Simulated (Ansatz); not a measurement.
# TaN: pressure and energy less free atoms against volume scale

All results are calculated (Ansatz 0.2.0). Periodic Kohn-Sham DFT of a crystal at fixed atoms, scaled to volume_scale times the given cell; pressure positive in compression, energy less spherical unpolarised free atoms, largest_vzz the field gradient of largest size among the nuclei.

The cell before it is scaled or strained (space group Fm-3m, No. 225):
```
CELL_PARAMETERS angstrom
0.00000 2.17900 2.17900
2.17900 0.00000 2.17900
2.17900 2.17900 0.00000
ATOMIC_POSITIONS crystal
Ta 0.50000 0.50000 0.50000
N 0.00000 0.00000 0.00000
```

Settings of every row: method all-electron LAPW; functional PBE; relativity scalar; k mesh 9x9x9; filling fermi-dirac; smearing width 0.02 eV; basis error target 0.5 meV/atom; nucleus gaussian.

Atom start moment: 0 on all atoms.

Limits: no spin-orbit coupling on heavy atoms.

```csv
row,volume scale,V (Å³/atom),pressure (GPa),energy less free atoms (eV/atom)
1,0.94,9.725,41.979,-9.7661
2,0.9405,9.73,41.712,-9.7674
3,0.96,9.932,31.853,-9.8136
4,0.98,10.139,?,?
5,0.99,10.243,18.516,-9.8621
6,1,10.346,14.514,-9.8727
7,1.01,10.449,10.715,-9.8809
8,1.02,10.553,7.108,-9.8866
9,1.04,10.76,0.432,-9.8914
10,1.06,10.967,-5.585,-9.888
```

Question: what pressure and energy less free atoms should row 4 give?

Worked fit of pressure. Take u = (V_r/V)^(2/3) − 1 with V_r = 10.346 Å³ an atom, which is twice the finite (Eulerian) strain; such expansions in the strain, on which the Birch-Murnaghan equation of state is built, carry the rest volume and the bulk modulus. The shown rows have u = 0.04213, 0.04177, 0.0276, 0.00669, 0, -0.00658, -0.01312, -0.02582, -0.03812. Least squares give pressure = 14.5167 + 586.16 × u + 1552.52 × u² GPa; a straight line predicts inner rows, each left out in turn, worse (root mean square 1 against 0.017 GPa). The rows lie off it by 0.012, 0.003, -0.024, 0.008, -0.003, -0.012, 0.014, 0.015, -0.013 (root mean square 0.013 GPa). The pressure vanishes at u = -0.0266, or V = 10.77 Å³ an atom, and there the bulk modulus at fixed shape and fractions is B = −V dP/dV = (2/3)(1 + u) dP/du = 327 GPa. The withheld row has u = 0.01356, so the fit gives 14.5167 + 586.16 × (0.01356) + 1552.52 × (0.01356)² = 22.750 GPa.

The calculation gave 22.732 GPa. The fit lies 0.018 GPa (0.038 % of the column's range) above it; its largest miss of a shown row is 0.024 GPa.

Worked fit of energy less free atoms. Take u = (V_r/V)^(2/3) − 1 with V_r = 10.346 Å³ an atom, which is twice the finite (Eulerian) strain; such expansions in the strain, on which the Birch-Murnaghan equation of state is built, carry the rest volume and the bulk modulus. The shown rows have u = 0.04213, 0.04177, 0.0276, 0.00669, 0, -0.00658, -0.01312, -0.02582, -0.03812. Least squares give energy less free atoms = −9.87271 + 1.4116 × u + 26.55 × u² eV/atom; a straight line predicts inner rows, each left out in turn, worse (root mean square 0.017 against 6.4e-05 eV/atom). The rows lie off it by 0.0000, 0.0000, -0.0001, 0.0000, 0.0000, -0.0001, 0.0001, 0.0001, -0.0001. Its lowest point lies at u = -0.0266, or V = 10.77 Å³ an atom, and the curvature there gives the bulk modulus at fixed shape and fractions, B = (4/9)(1 + u)² E″(u)/V = 333 GPa. The withheld row has u = 0.01356, so the fit gives −9.87271 + 1.4116 × (0.01356) + 26.55 × (0.01356)² = -9.8487 eV/atom.

The calculation gave -9.8488 eV/atom. The fit lies 0.0001 eV/atom (0.08 % of the column's range) above it, one unit of the last digit.
